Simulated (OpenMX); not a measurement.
**Zr under changes of volume**

One of the cells (23.746 Å³/atom); the others are scaled copies at fixed shape and fractional positions:

```
CELL_PARAMETERS angstrom
3.25340 0.00000 0.00000
-1.62670 2.81753 0.00000
0.00000 0.00000 5.18109
ATOMIC_POSITIONS crystal
Zr 0.66667 0.33333 0.75000
Zr 0.33333 0.66667 0.25000
```

| Property | Result |
| --- | --- |
| Program | OpenMX 3.8.5 |
| Functional | PBE |
| Potentials or basis | OpenMX 2013 PBE set, Zr7.0-s3p2d2, fixed grid of 32 × 32 × 56 points |
| k mesh | 9 × 9 × 5 |
| Occupations | fermi-dirac, width 0.05 eV |
| Spin | no spin polarisation |

```csv
volume (Å³/atom),energy over the lowest point (meV/atom),largest force (eV/Å)
21.884,43.47,0.004
22.350,22.50,0.005
22.815,8.64,0.005
23.746,0.00,0.005
24.212,?,?
24.678,13.62,0.006
```

Question: What does the run at 24.212 Å³/atom give?

Answer: Energy over the lowest point 4.28 meV/atom; largest force 0.005 eV/Å.

Worked out: A Birch-Murnaghan fit of order 3 (a polynomial in V^(-2/3)) to the other rows has its minimum at 23.62 Å³/atom with B0 = V·E''(V) = 99 GPa and B' = 3.1 at fixed shape and positions, which overstates the stiffness. It gives 4.24 meV/atom at 24.212 Å³/atom, against the run's 4.28.

Energies are extrapolated to zero smearing.

Caveats: the basis of atomic orbitals isn't converged, which shifts pressures, moduli and gaps.
